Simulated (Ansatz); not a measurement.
The same path of a periodic cell of 17 atoms, Al (surface Al(100), adsorbate Al) was run twice with different band settings.

These are results of Ansatz, DFT PBE, scalar-relativistic, plane waves, PAW, not measurements. Settings: PAW set soft_1, cutoff 420 eV, k mesh 3x3x1, gaussian smearing 0.15 eV, no spin polarisation.

Relaxed end points:

```xyz
17
Lattice="5.7276 0.0000 0.0000 0.0000 5.7276 0.0000 0.0000 0.0000 19.0750" Properties=species:S:1:pos:R:3
Al 1.432 1.432 1.000
Al 4.296 1.432 1.000
Al 1.432 4.296 1.000
Al 4.296 4.296 1.000
Al 0.039 -0.008 3.036
Al 2.904 0.002 3.051
Al 0.038 2.870 3.036
Al 2.904 2.860 3.052
Al 1.749 1.428 5.230
Al 4.602 1.428 5.156
Al 1.814 4.292 5.344
Al 4.683 4.292 5.248
Al 0.381 0.039 7.273
Al 3.329 0.042 7.265
Al 0.381 2.815 7.273
Al 3.329 2.812 7.265
Al 1.885 4.290 9.000
```

```xyz
17
Lattice="5.7276 0.0000 0.0000 0.0000 5.7276 0.0000 0.0000 0.0000 19.0750" Properties=species:S:1:pos:R:3
Al 1.432 1.432 1.000
Al 4.296 1.432 1.000
Al 1.432 4.296 1.000
Al 4.296 4.296 1.000
Al 0.040 0.002 3.051
Al 2.902 -0.008 3.036
Al 0.040 2.860 3.052
Al 2.902 2.870 3.036
Al 1.739 1.428 5.156
Al 4.613 1.428 5.230
Al 1.819 4.292 5.248
Al 4.677 4.292 5.344
Al 0.465 0.042 7.265
Al 3.245 0.039 7.273
Al 0.466 2.812 7.265
Al 3.245 2.815 7.273
Al 4.749 4.290 9.000
```

Common settings: climbing image yes; spring 5.0 eV/Å²; optimiser quadratic models (default); end points relaxed; atoms held 1 to 4.

| run | movable images | start path | force threshold | iteration limit |
| --- | --- | --- | --- | --- |
| 1 | 5 | straight line | 0.03 eV/Å | 35 |
| 2 | 3 | default | 0.4 eV/Å | 50 |

(1) What does each run give, and how far can it be trusted?

Results:

(1) Run 1: converged after 11 iterations, highest image 0.559 eV above the first end. By the program's own check the climbing image is of a kind that is not told: the force calls were inconclusive, a negative curvature could not be distinguished from the path's own, the only one lies far off the path, or fixed occupations may fill a level only in part (lowest curvatures found: -0.94 and -0.01 eV/Å²).
Run 2: converged after 5 iterations, highest image 0.545 eV above the first end. The threshold of 0.4 eV/Å is loose, so the images may lie well off the minimum-energy path. The order of the stationary point at the top wasn't checked.
Limits of this set-up: coarse k mesh, thin slab, slab without dipole correction.
